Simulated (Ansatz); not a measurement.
Relaxed bulk TiC, space group Fm-3m (No. 225):

```cif
data_structure
_symmetry_space_group_name_H-M 'P 1'
_symmetry_Int_Tables_number 1
_cell_length_a 3.0638
_cell_length_b 3.0638
_cell_length_c 3.0638
_cell_angle_alpha 60.000
_cell_angle_beta 60.000
_cell_angle_gamma 60.000
_cell_volume 20.34
loop_
_atom_site_label
_atom_site_type_symbol
_atom_site_fract_x
_atom_site_fract_y
_atom_site_fract_z
_atom_site_occupancy
Ti1 Ti 0.00000 0.00000 0.00000 1
C1 C 0.50000 0.50000 0.50000 1
```

The calculation used DFT PBE, scalar-relativistic, plane waves, PAW (Ansatz). Cutoff 420 eV, k spacing 0.19 to 0.25 Å⁻¹, dipole correction; no spin polarisation.

Slabs with different planes and terminations (top/bottom plane) are cut from it in 1×1 cells and relaxed. Each holds whole formula units counted by Ti and an excess Δn of C (negative: a deficit); ΔE is its energy over those formula units in the bulk and the excess in the standard state of C. The formation energy of TiC is -1.662 eV a formula unit (uncorrected), so Δμ(C) runs from -1.662 eV to 0 if no other compound intervenes.

```
              slab A (Å²)  Δn(C)  ΔE (eV)
(111) Ti/Ti, Ti5C4    8.13  -1.00    3.145
 (111) Ti/C, Ti5C5    8.13      0    5.661
  (111) C/C, Ti5C6    8.13  +1.00    8.088
```

Q: Work out each slab's surface energy at the C-rich and C-poor ends.

A: γ = [ΔE − Δn·Δμ(C)]/(2A) × 16.02 J/m² per eV/Å², the mean of both faces:

```csv
slab,C-rich (J/m²),C-poor (J/m²)
"(111) Ti/Ti, Ti5C4",3.10,1.46
"(111) Ti/C, Ti5C5",5.58,5.58
"(111) C/C, Ti5C6",7.97,9.61
```

Q: Does the lowest surface change with the conditions?

A: No: among these slabs (111) Ti/Ti, Ti5C4 is lowest at both ends, and since each γ is a straight line in Δμ, throughout the range.

Only the planes named were cut, so another facet can lie lower still, here above all (100), as a rule the lowest of a rock salt compound. Reconstructions in larger cells weren't sought.